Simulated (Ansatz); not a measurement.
**Bands of Si**

```
CELL_PARAMETERS angstrom
-1.54149 1.54149 1.54149
1.54149 -1.54149 1.54149
1.54149 1.54149 -1.54149
ATOMIC_POSITIONS crystal
Si 0.00000 0.00000 0.00000
```

Conventional cell: a = 3.083 Å, b = 3.083 Å, c = 3.083 Å, α = 90.00°, β = 90.00°, γ = 90.00°. Around Si (atom 1) lie 8 Si at 2.67 Å.

The cell was built from the bcc type and relaxed in the same program, and has space group Im-3m; it needn't be a known or the stable phase.

Computed with Ansatz 0.2.0, DFT, PBE, all-electron LAPW, scalar-relativistic.

The runs use a Γ-centred 18×18×18 k mesh, Fermi–Dirac smearing of 0.05 eV, basis error target 1 meV/atom, no spin polarisation.

Points in fractions of the reciprocal vectors of this cell: Γ (0, 0, 0), H (0.5, -0.5, 0.5), N (0, 0, 0.5), P (0.25, 0.25, 0.25). The path joins them by straight lines in the order Γ–H–N–Γ–P–H–P–N; legs that retrace an earlier one aren't tabulated. Energies are in eV from the Fermi level.

**Question.** Metal or insulator at this level of theory?

**Answer.** No gap opens: metallic or semimetallic.

**Question.** Tabulate bands 4 to 8, counted from the lowest band of the run, along the path.

**Answer.** 
| k (1/Å) | point | band 4 | band 5 | band 6 | band 7 | band 8 |
| --- | --- | --- | --- | --- | --- | --- |
| 0.00 | Γ | -90.71 | -14.18 | 11.39 | 11.39 | 11.39 |
| 0.29 |  | -90.71 | -13.87 | 9.15 | 9.15 | 10.23 |
| 0.58 |  | -90.71 | -12.94 | 6.39 | 6.39 | 8.07 |
| 0.87 |  | -90.71 | -11.39 | 3.97 | 3.97 | 5.91 |
| 1.16 |  | -90.71 | -9.25 | 2.04 | 2.04 | 4.07 |
| 1.46 |  | -90.71 | -6.53 | 0.65 | 0.65 | 2.67 |
| 1.75 |  | -90.71 | -3.31 | -0.19 | -0.19 | 1.79 |
| 2.04 | H | -90.71 | -0.47 | -0.47 | -0.47 | 1.14 |
| 2.24 |  | -90.71 | -1.63 | -1.43 | -0.33 | 1.88 |
| 2.45 |  | -90.71 | -3.15 | -2.87 | 0.09 | 2.49 |
| 2.66 |  | -90.71 | -4.46 | -4.14 | 0.79 | 3.26 |
| 2.86 |  | -90.71 | -5.51 | -5.15 | 1.76 | 4.29 |
| 3.07 |  | -90.71 | -6.26 | -5.88 | 3.00 | 5.58 |
| 3.27 |  | -90.71 | -6.72 | -6.32 | 4.44 | 7.04 |
| 3.48 | N | -90.71 | -6.87 | -6.46 | 5.49 | 7.62 |
| 3.68 |  | -90.71 | -8.64 | -4.42 | 5.62 | 7.77 |
| 3.89 |  | -90.71 | -10.32 | -1.92 | 6.01 | 8.20 |
| 4.10 |  | -90.71 | -11.70 | 0.83 | 6.66 | 8.90 |
| 4.30 |  | -90.71 | -12.78 | 3.76 | 7.58 | 9.85 |
| 4.51 |  | -90.71 | -13.56 | 6.78 | 8.75 | 10.59 |
| 4.71 |  | -90.71 | -14.03 | 9.62 | 10.16 | 11.17 |
| 4.92 | Γ | -90.71 | -14.18 | 11.39 | 11.39 | 11.39 |
| 5.17 |  | -90.71 | -13.95 | 9.17 | 10.07 | 10.07 |
| 5.42 |  | -90.71 | -13.25 | 6.47 | 7.44 | 7.44 |
| 5.68 |  | -90.71 | -12.09 | 3.90 | 4.69 | 4.69 |
| 5.93 |  | -90.71 | -10.47 | 1.57 | 2.21 | 2.21 |
| 6.18 |  | -90.71 | -8.41 | -0.44 | 0.11 | 0.11 |
| 6.43 |  | -90.71 | -5.93 | -2.07 | -1.58 | -1.58 |
| 6.69 | P | -90.71 | -3.51 | -2.83 | -2.83 | -2.83 |
| 6.94 |  | -90.71 | -4.18 | -3.65 | -3.65 | 0.31 |
| 7.19 |  | -90.71 | -4.54 | -4.03 | -4.03 | 3.93 |
| 7.44 |  | -90.71 | -4.46 | -3.97 | -3.97 | 7.54 |
| 7.69 |  | -90.71 | -3.94 | -3.47 | -3.47 | 7.64 |
| 7.95 |  | -90.71 | -2.98 | -2.57 | -2.57 | 5.09 |
| 8.20 |  | -90.71 | -1.64 | -1.35 | -1.35 | 2.68 |
| 8.45 | H | -90.71 | -0.47 | -0.47 | -0.47 | 1.14 |
| 10.22 | P | -90.71 | -3.51 | -2.83 | -2.83 | -2.83 |
| 10.36 |  | -90.71 | -4.19 | -3.79 | -2.02 | -1.72 |
| 10.51 |  | -90.71 | -4.99 | -4.61 | -0.81 | -0.47 |
| 10.65 |  | -90.71 | -5.66 | -5.28 | 0.52 | 0.93 |
| 10.80 |  | -90.71 | -6.19 | -5.80 | 1.96 | 2.47 |
| 10.94 |  | -90.71 | -6.57 | -6.17 | 3.44 | 4.14 |
| 11.09 |  | -90.71 | -6.80 | -6.39 | 4.80 | 5.93 |
| 11.23 | N | -90.71 | -6.87 | -6.46 | 5.49 | 7.62 |
